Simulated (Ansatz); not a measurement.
K, DFT, PBE, all-electron PAW with datasets made for the crystal, scalar-relativistic (Ansatz 0.2.0), run on 1 thread of Intel(R) Xeon(R) Platinum 8375C CPU @ 2.90GHz (Ice Lake) on a shared host.

The structure is an experimental refinement, used without relaxation. The listed cell was then made from it by scaling, straining or moving an atom.

Command: `ansatz run input.yaml --threads 1 --pin off --max-ram 2048MiB --backend cpu --events-out ev --progress --plain --runs-dir out`

```yaml
crystal:
  lattice:
    - [-2.6050073639, 2.6050073639, 2.64418]
    - [2.6050073639, -2.6050073639, 2.64418]
    - [2.6050073639, 2.6050073639, -2.64418]
  atoms:
    - { symbol: K, position: [0.0, 0.0, 0.0] }
kpoints:
  mp_grid: { grid: [10, 10, 10] }
scf:
  occupations: { method: fermi_dirac, width: 0.08 }
hamiltonian:
  xc: pbe
  pseudopotentials: { kind: all_electron, datasets: crystal }
output:
  forces: true
  stress: true
  eigenvalues: true
  efg: { contact_densities: true }
```

How large is the problem that the program sets up?

102 irreducible k-points, 381 plane waves at Γ, 9 bands.

Estimate the wall time and the peak memory.

6.1 s of wall time for 8 SCF iterations, with a peak of 0.36 GiB. Times on shared machines scatter by tens of per cent.

And the same cell and mesh by LAPW (all electrons), asked for forces, stress, eigenvalues, on the same hardware?

3.3 s, peak memory 0.26 GiB.

And the same cell and mesh by PAW (frozen-core files), asked for forces, stress, eigenvalues, efg, write_density, write_potential, elf, on the same hardware?

3.9 s, peak memory 0.42 GiB.
